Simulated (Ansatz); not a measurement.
Wurtzite BeO, treated with Hartree–Fock (Ansatz, an electronic-structure program, plane waves, PAW).

Run with plane-wave cutoff 460 eV, 12×12×6 k mesh (along the axes of the cell as run), Fermi–Dirac smearing 0.01 eV, scalar-relativistic PAW data made under PBE.

The cell has the measured lattice parameters. Conventional cell: a = 2.6980 Å, b = 2.6980 Å, c = 4.3800 Å, α = 90.00°, β = 90.00°, γ = 120.00°.

```
BeO
1.0
   -1.34900    -2.33654     0.00000
   -1.34900     2.33654     0.00000
    0.00000     0.00000     4.38000
Be O
2 2
Direct
  0.66667   0.33333   0.50000
  0.33333   0.66667   0.00000
  0.66667   0.33333   0.87800
  0.33333   0.66667   0.37800
```

List the 9 lowest band energies at Γ above −25 eV (eV, relative to the valence band maximum), grouping those that round alike.

At Γ: -22.86, -7.77, -1.30 (×2), -0.08 (×2), 0.00, 18.95, 23.47.

Note: the run warned that its exchange threshold was loose for the stress; cell and atoms aren't relaxed at this level (pressure -4.3 GPa).
